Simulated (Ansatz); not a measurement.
# Hf2S: compression at zero temperature

A pressure series on Hf2S (-2 to 2 GPa): equation of state, axes and gap.

Method: DFT r2SCAN, scalar-relativistic, plane waves, PAW, in Ansatz 0.2.0.

### Step 1. The structure to begin with

Symmetry: P6_3/mmc, No. 194, hexagonal system. The conventional cell has a = 3.381 Å, b = 3.381 Å, c = 11.741 Å, α = 90.00°, β = 90.00°, γ = 120.00°. Hf (site symmetry 3m) has 3 S at 2.63 Å as nearest neighbours. Around S (site symmetry -6m2) lie 6 Hf at 2.63 Å.

Structure file:

```cif
data_structure
_symmetry_space_group_name_H-M 'P 1'
_symmetry_Int_Tables_number 1
_cell_length_a 3.3814
_cell_length_b 3.3814
_cell_length_c 11.7410
_cell_angle_alpha 90.000
_cell_angle_beta 90.000
_cell_angle_gamma 120.000
_cell_volume 116.26
loop_
_atom_site_label
_atom_site_type_symbol
_atom_site_fract_x
_atom_site_fract_y
_atom_site_fract_z
_atom_site_occupancy
Hf1 Hf 0.66667 0.33333 0.89973 1
Hf2 Hf 0.33333 0.66667 0.39973 1
Hf3 Hf 0.66667 0.33333 0.60027 1
Hf4 Hf 0.33333 0.66667 0.10027 1
S1 S 0.00000 0.00000 0.75000 1
S2 S 0.00000 0.00000 0.25000 1
```

It goes back to an entry of the Materials Project, which need not be the stable form.

This cell was relaxed beforehand with the same method: volume 19.38 Å³/atom, gap on the mesh none (metal).

### Step 2. -2 GPa

Contents of input.yaml:

```yaml
crystal:
  lattice:
    - [3.403191051, 0.0, 0.0]
    - [-1.7015955255, 2.9472499041, 0.0]
    - [0.0, 0.0, 11.8165113973]
  atoms:
    - { symbol: Hf, position: [0.6666666667, 0.3333333333, 0.899731143] }
    - { symbol: Hf, position: [0.3333333333, 0.6666666667, 0.399731143] }
    - { symbol: Hf, position: [0.6666666667, 0.3333333333, 0.600268857] }
    - { symbol: Hf, position: [0.3333333333, 0.6666666667, 0.100268857] }
    - { symbol: S, position: [0.0, 0.0, 0.75] }
    - { symbol: S, position: [0.0, 0.0, 0.25] }
basis:
  ecutwfc: 500
kpoints:
  mp_grid: { grid: [12, 12, 4] }
hamiltonian:
  xc: r2scan
scf:
  occupations: { method: gaussian, width: 0.1 }
output:
  forces: true
  stress: true
  eigenvalues: true
  write_density: true
  write_potential: true
  elf: true
  volumetric_format: npy
relax:
  adjacent_minimum: "off"
  f_tol: 0.008
  max_steps: 50
  cell: { stress_tol: 0.08, p_target: -2.0 }
```

Started as:

```sh
$ ansatz run input.yaml --threads 1 --pin off --max-ram 2560MiB --backend cpu --events-out ev --progress --plain --runs-dir out
```

The session goes on with these runs: 2 GPa.

Before running it: what results should come out?

As calculated:

| quantity | value |
| --- | --- |
| volume at 2 GPa | 19.11 Å³/atom, V/V0 = 0.986 |

**Reading.** Up to 2 GPa the volume falls by 1.4 %. Other structures may take over in this range; these runs cannot find them. Spin-orbit coupling is left out for Hf.
